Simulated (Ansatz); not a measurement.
Born–Oppenheimer molecular dynamics of a periodic cell of 16 atoms, Li (start crystal Li, start structure bcc, volume 1.05 times the crystal's). It goes on from the last frame of an earlier run, with new velocities.

Method: DFT PBE, scalar-relativistic, plane waves, PAW in Ansatz 0.2.0. Settings: accuracy low, cutoff 420 eV, k mesh 2x2x2, fermi-dirac smearing 0.16 eV, no spin polarisation.

| Item | Value |
| --- | --- |
| ensemble | NVT, Langevin thermostat |
| time step | 1 fs |
| steps asked | 389 |
| set temperature | 1440 K |
| friction | 0.02 /fs |
| temperature schedule | 292 steps to 300 K, then 97 steps to 300 K |
| seed | 116354 |

Frames 5 fs apart, positions in Å, forces in eV/Å.

Velocities at 130.0 fs (Å/ps):

```
Li -0.71 -13.42 -7.73
Li 8.12 8.18 4.98
Li 0.97 4.44 -0.35
Li 14.65 -5.58 -2.66
Li -3.59 4.42 -6.73
Li -10.95 5.51 -0.38
Li 4.24 2.77 -20.64
Li 6.08 0.56 -16.57
Li 3.60 -11.12 -6.74
Li 6.21 11.28 13.14
Li -12.76 8.40 -10.57
Li 11.80 -6.72 -8.24
Li -11.99 -8.57 12.04
Li 3.73 -1.87 -2.59
Li -14.30 -10.80 7.67
Li 9.51 18.75 -5.41
```

```xyz
16
Lattice="7.0944 0.0000 0.0000 0.0000 7.0944 0.0000 0.0000 0.0000 7.0944" Properties=species:S:1:pos:R:3:forces:R:3 time_fs=130.0 energy_less_start_eV=-1.334 T=699
Li 0.106 -1.226 -0.072 0.01 -0.03 -0.10
Li 4.379 -1.238 0.054 0.18 0.02 -0.04
Li 0.070 2.698 -0.136 -0.14 -0.16 -0.02
Li -0.876 -2.217 4.448 -0.04 0.43 0.71
Li 3.663 0.775 1.087 -0.22 0.77 0.14
Li 4.208 3.626 -0.817 0.81 -0.70 0.11
Li 1.575 -0.587 2.373 -0.14 0.05 0.31
Li 6.342 0.910 2.002 -0.18 -0.03 0.17
Li 0.598 3.070 3.918 0.29 -1.10 -0.15
Li 2.702 4.173 1.731 -0.30 -0.12 -0.40
Li 1.842 0.576 5.834 0.24 0.07 -0.28
Li 3.680 2.704 3.591 0.19 -0.17 -0.04
Li 6.626 4.205 2.074 -0.61 0.22 -0.68
Li 5.141 1.020 5.108 0.35 -0.09 0.22
Li 2.006 3.960 5.616 -0.10 0.75 0.10
Li 4.077 5.871 3.648 -0.33 0.08 -0.05
16
Lattice="7.0944 0.0000 0.0000 0.0000 7.0944 0.0000 0.0000 0.0000 7.0944" Properties=species:S:1:pos:R:3:forces:R:3 time_fs=135.0 energy_less_start_eV=-1.332 T=866
Li 0.104 -1.288 -0.100 0.02 0.00 -0.02
Li 4.404 -1.193 0.104 0.18 -0.13 -0.07
Li 0.090 2.696 -0.131 -0.21 -0.14 0.02
Li -0.789 -2.245 4.479 -0.15 0.47 0.67
Li 3.634 0.810 1.038 -0.25 0.86 0.11
Li 4.199 3.640 -0.840 0.78 -0.58 0.10
Li 1.579 -0.563 2.269 -0.17 0.07 0.34
Li 6.350 0.917 1.891 -0.21 -0.06 0.21
Li 0.624 3.007 3.878 0.33 -1.12 -0.17
Li 2.721 4.219 1.779 -0.30 -0.17 -0.42
Li 1.770 0.615 5.786 0.25 0.00 -0.25
Li 3.745 2.672 3.545 0.17 -0.15 0.00
Li 6.551 4.148 2.121 -0.62 0.26 -0.79
Li 5.173 1.004 5.121 0.38 -0.04 0.24
Li 1.951 3.920 5.642 0.05 0.72 0.06
Li 4.126 5.950 3.618 -0.28 0.01 -0.04
16
Lattice="7.0944 0.0000 0.0000 0.0000 7.0944 0.0000 0.0000 0.0000 7.0944" Properties=species:S:1:pos:R:3:forces:R:3 time_fs=140.0 energy_less_start_eV=-1.503 T=735
Li 0.093 -1.329 -0.116 0.01 0.03 0.07
Li 4.411 -1.159 0.163 0.18 -0.31 -0.11
Li 0.070 2.690 -0.134 -0.19 -0.11 0.02
Li -0.675 -2.228 4.508 -0.19 0.42 0.48
Li 3.611 0.858 0.975 -0.30 0.92 0.08
Li 4.226 3.610 -0.870 0.69 -0.41 0.11
Li 1.570 -0.549 2.165 -0.15 0.08 0.36
Li 6.331 0.901 1.795 -0.23 -0.07 0.25
Li 0.674 2.919 3.828 0.27 -1.00 -0.20
Li 2.725 4.228 1.816 -0.29 -0.17 -0.41
Li 1.682 0.630 5.732 0.28 -0.05 -0.21
Li 3.815 2.634 3.499 0.17 -0.15 0.04
Li 6.455 4.084 2.129 -0.61 0.27 -0.69
Li 5.215 1.002 5.177 0.40 -0.02 0.23
Li 1.908 3.916 5.657 0.20 0.65 0.05
Li 4.163 6.043 3.624 -0.25 -0.07 -0.07
16
Lattice="7.0944 0.0000 0.0000 0.0000 7.0944 0.0000 0.0000 0.0000 7.0944" Properties=species:S:1:pos:R:3:forces:R:3 time_fs=145.0 energy_less_start_eV=-1.760 T=990
Li 0.103 -1.333 -0.120 -0.02 0.03 0.14
Li 4.437 -1.155 0.213 0.14 -0.36 -0.12
Li 0.032 2.695 -0.108 -0.08 -0.13 -0.02
Li -0.572 -2.224 4.573 -0.24 0.31 0.16
Li 3.614 0.920 0.925 -0.32 0.88 0.04
Li 4.284 3.554 -0.864 0.51 -0.25 0.08
Li 1.584 -0.555 2.089 -0.11 0.10 0.37
Li 6.326 0.853 1.734 -0.23 -0.05 0.28
Li 0.742 2.808 3.778 0.11 -0.79 -0.28
Li 2.752 4.222 1.845 -0.30 -0.12 -0.43
Li 1.654 0.610 5.680 0.28 -0.05 -0.15
Li 3.854 2.610 3.437 0.23 -0.24 0.18
Li 6.338 4.034 2.095 -0.51 0.29 -0.42
Li 5.274 1.002 5.280 0.38 -0.02 0.15
Li 1.867 3.917 5.668 0.39 0.54 0.08
Li 4.207 6.147 3.630 -0.22 -0.14 -0.09
16
Lattice="7.0944 0.0000 0.0000 0.0000 7.0944 0.0000 0.0000 0.0000 7.0944" Properties=species:S:1:pos:R:3:forces:R:3 time_fs=150.0 energy_less_start_eV=-1.934 T=937
Li 0.111 -1.342 -0.131 -0.01 0.07 0.28
Li 4.474 -1.128 0.257 0.06 -0.40 -0.14
Li 0.012 2.709 -0.080 0.02 -0.15 -0.02
Li -0.473 -2.204 4.649 -0.36 0.18 -0.21
Li 3.591 1.006 0.876 -0.34 0.78 0.04
Li 4.322 3.499 -0.852 0.38 -0.07 0.08
Li 1.605 -0.578 2.062 -0.12 0.15 0.35
Li 6.307 0.789 1.675 -0.20 0.00 0.29
Li 0.831 2.694 3.725 -0.03 -0.55 -0.32
Li 2.788 4.228 1.852 -0.30 -0.10 -0.44
Li 1.643 0.582 5.628 0.27 -0.05 -0.08
Li 3.913 2.619 3.386 0.24 -0.32 0.29
Li 6.215 3.996 2.063 -0.36 0.30 -0.19
Li 5.318 1.035 5.388 0.37 -0.08 0.05
Li 1.843 3.930 5.681 0.52 0.42 0.07
Li 4.228 6.272 3.607 -0.15 -0.18 -0.06
16
Lattice="7.0944 0.0000 0.0000 0.0000 7.0944 0.0000 0.0000 0.0000 7.0944" Properties=species:S:1:pos:R:3:forces:R:3 time_fs=155.0 energy_less_start_eV=-2.041 T=875
Li 0.087 -1.348 -0.142 0.03 0.12 0.43
Li 4.491 -1.103 0.307 -0.05 -0.36 -0.15
Li -0.004 2.710 -0.094 0.13 -0.12 0.05
Li -0.368 -2.183 4.722 -0.45 0.07 -0.57
Li 3.552 1.112 0.830 -0.36 0.63 0.07
Li 4.380 3.469 -0.834 0.29 0.09 0.06
Li 1.588 -0.605 2.041 -0.08 0.20 0.33
Li 6.277 0.746 1.627 -0.17 0.08 0.30
Li 0.912 2.563 3.666 -0.12 -0.30 -0.28
Li 2.791 4.240 1.832 -0.28 -0.14 -0.39
Li 1.650 0.562 5.578 0.26 -0.09 0.00
Li 3.982 2.622 3.355 0.18 -0.34 0.35
Li 6.087 3.970 2.042 -0.15 0.29 -0.10
Li 5.347 1.069 5.503 0.35 -0.19 -0.08
Li 1.870 3.950 5.716 0.55 0.28 0.02
Li 4.255 6.384 3.604 -0.12 -0.21 -0.05
16
Lattice="7.0944 0.0000 0.0000 0.0000 7.0944 0.0000 0.0000 0.0000 7.0944" Properties=species:S:1:pos:R:3:forces:R:3 time_fs=160.0 energy_less_start_eV=-2.073 T=888
Li 0.082 -1.356 -0.118 0.05 0.12 0.46
Li 4.491 -1.076 0.350 -0.13 -0.35 -0.18
Li -0.004 2.711 -0.099 0.25 -0.08 0.12
Li -0.277 -2.151 4.784 -0.48 -0.01 -0.80
Li 3.496 1.218 0.762 -0.35 0.48 0.14
Li 4.478 3.434 -0.860 0.19 0.28 0.07
Li 1.540 -0.633 2.039 0.02 0.23 0.35
Li 6.253 0.703 1.607 -0.17 0.19 0.29
Li 0.999 2.444 3.619 -0.21 -0.09 -0.27
Li 2.787 4.226 1.783 -0.26 -0.14 -0.33
Li 1.657 0.593 5.548 0.24 -0.17 0.09
Li 4.040 2.612 3.328 0.08 -0.37 0.40
Li 5.973 3.946 2.042 0.05 0.30 -0.09
Li 5.370 1.098 5.582 0.36 -0.32 -0.17
Li 1.952 3.965 5.739 0.49 0.19 -0.01
Li 4.280 6.472 3.638 -0.15 -0.26 -0.07
16
Lattice="7.0944 0.0000 0.0000 0.0000 7.0944 0.0000 0.0000 0.0000 7.0944" Properties=species:S:1:pos:R:3:forces:R:3 time_fs=165.0 energy_less_start_eV=-2.057 T=685
Li 0.087 -1.347 -0.101 0.05 0.07 0.40
Li 4.486 -1.076 0.378 -0.21 -0.29 -0.21
Li 0.001 2.700 -0.096 0.36 -0.03 0.20
Li -0.198 -2.125 4.809 -0.44 -0.06 -0.89
Li 3.438 1.305 0.700 -0.30 0.34 0.18
Li 4.577 3.416 -0.888 0.11 0.42 0.06
Li 1.479 -0.641 2.029 0.17 0.21 0.38
Li 6.237 0.646 1.571 -0.21 0.31 0.32
Li 1.082 2.344 3.582 -0.27 0.08 -0.29
Li 2.755 4.198 1.731 -0.23 -0.14 -0.24
Li 1.666 0.632 5.518 0.23 -0.26 0.18
Li 4.114 2.580 3.312 -0.04 -0.38 0.41
Li 5.863 3.957 2.032 0.24 0.32 -0.12
Li 5.395 1.113 5.637 0.35 -0.45 -0.23
Li 2.043 3.963 5.786 0.38 0.14 -0.05
Li 4.284 6.508 3.685 -0.16 -0.28 -0.09
16
Lattice="7.0944 0.0000 0.0000 0.0000 7.0944 0.0000 0.0000 0.0000 7.0944" Properties=species:S:1:pos:R:3:forces:R:3 time_fs=170.0 energy_less_start_eV=-2.068 T=663
Li 0.115 -1.310 -0.081 0.04 -0.05 0.22
Li 4.498 -1.113 0.391 -0.31 -0.15 -0.25
Li -0.006 2.694 -0.075 0.49 0.01 0.26
Li -0.169 -2.111 4.800 -0.35 -0.09 -0.81
Li 3.380 1.380 0.724 -0.21 0.18 0.11
Li 4.683 3.405 -0.885 -0.02 0.49 0.04
Li 1.417 -0.624 2.016 0.29 0.18 0.45
Li 6.196 0.605 1.547 -0.22 0.41 0.37
Li 1.138 2.240 3.562 -0.31 0.21 -0.34
Li 2.703 4.175 1.662 -0.20 -0.14 -0.09
Li 1.670 0.654 5.515 0.23 -0.30 0.27
Li 4.193 2.541 3.316 -0.16 -0.34 0.40
Li 5.768 3.990 2.020 0.37 0.32 -0.14
Li 5.419 1.119 5.675 0.30 -0.55 -0.24
Li 2.137 3.938 5.830 0.23 0.14 -0.13
Li 4.251 6.531 3.735 -0.17 -0.30 -0.11
16
Lattice="7.0944 0.0000 0.0000 0.0000 7.0944 0.0000 0.0000 0.0000 7.0944" Properties=species:S:1:pos:R:3:forces:R:3 time_fs=175.0 energy_less_start_eV=-2.057 T=781
Li 0.136 -1.285 -0.070 0.01 -0.15 0.05
Li 4.490 -1.186 0.405 -0.39 0.06 -0.31
Li 0.009 2.695 -0.063 0.57 0.02 0.32
Li -0.164 -2.125 4.769 -0.26 -0.10 -0.71
Li 3.305 1.488 0.751 -0.10 -0.03 0.02
Li 4.764 3.398 -0.892 -0.08 0.49 0.01
Li 1.354 -0.572 1.995 0.39 0.12 0.48
Li 6.121 0.586 1.525 -0.21 0.45 0.37
Li 1.186 2.131 3.531 -0.32 0.32 -0.36
Li 2.653 4.141 1.607 -0.22 -0.05 0.06
Li 1.673 0.652 5.514 0.24 -0.31 0.35
Li 4.271 2.510 3.311 -0.21 -0.30 0.41
Li 5.686 4.035 1.976 0.46 0.26 -0.11
Li 5.467 1.112 5.708 0.23 -0.62 -0.25
Li 2.237 3.892 5.870 0.04 0.16 -0.24
Li 4.219 6.551 3.778 -0.17 -0.31 -0.12
16
Lattice="7.0944 0.0000 0.0000 0.0000 7.0944 0.0000 0.0000 0.0000 7.0944" Properties=species:S:1:pos:R:3:forces:R:3 time_fs=180.0 energy_less_start_eV=-2.008 T=712
Li 0.157 -1.274 -0.060 -0.03 -0.23 -0.10
Li 4.480 -1.268 0.406 -0.46 0.28 -0.37
Li 0.025 2.700 -0.039 0.63 -0.01 0.36
Li -0.168 -2.139 4.711 -0.17 -0.08 -0.59
Li 3.252 1.593 0.763 0.01 -0.22 -0.05
Li 4.847 3.420 -0.898 -0.14 0.43 -0.06
Li 1.298 -0.511 1.974 0.47 0.07 0.49
Li 6.029 0.568 1.518 -0.18 0.44 0.36
Li 1.223 2.052 3.492 -0.32 0.39 -0.34
Li 2.609 4.109 1.572 -0.25 0.07 0.22
Li 1.671 0.639 5.511 0.24 -0.29 0.39
Li 4.340 2.473 3.321 -0.22 -0.23 0.40
Li 5.615 4.059 1.901 0.50 0.17 0.02
Li 5.511 1.104 5.733 0.17 -0.63 -0.24
Li 2.314 3.847 5.922 -0.08 0.18 -0.36
Li 4.165 6.567 3.833 -0.16 -0.34 -0.14
16
Lattice="7.0944 0.0000 0.0000 0.0000 7.0944 0.0000 0.0000 0.0000 7.0944" Properties=species:S:1:pos:R:3:forces:R:3 time_fs=185.0 energy_less_start_eV=-2.024 T=616
Li 0.147 -1.278 -0.047 0.01 -0.27 -0.19
Li 4.492 -1.316 0.386 -0.59 0.41 -0.42
Li 0.024 2.700 0.013 0.69 -0.05 0.37
Li -0.186 -2.172 4.620 -0.08 -0.04 -0.43
Li 3.213 1.680 0.737 0.12 -0.38 -0.03
Li 4.921 3.454 -0.894 -0.20 0.33 -0.16
Li 1.279 -0.462 2.001 0.43 0.02 0.38
Li 5.930 0.554 1.532 -0.09 0.40 0.36
Li 1.249 1.982 3.437 -0.31 0.43 -0.24
Li 2.543 4.079 1.551 -0.21 0.19 0.34
Li 1.693 0.613 5.534 0.19 -0.24 0.37
Li 4.401 2.416 3.365 -0.23 -0.12 0.31
Li 5.571 4.084 1.836 0.46 0.04 0.20
Li 5.565 1.087 5.760 0.12 -0.60 -0.24
Li 2.365 3.790 5.954 -0.16 0.20 -0.46
Li 4.109 6.566 3.893 -0.14 -0.36 -0.14
```

Of the whole run (389 fs, mean temperature of the second half 559 K): The schedule's set-point averaged 395 K over the second half and the system 559 K, so it lags behind the ramp. A run of 0.39 ps of so small a system gives no equilibrium averages. Limits of this set-up: coarse k mesh, low accuracy level.

Run time: 20 min on 1 thread of Arm Neoverse V2, with other jobs on the host, peak memory 0.56 GiB.
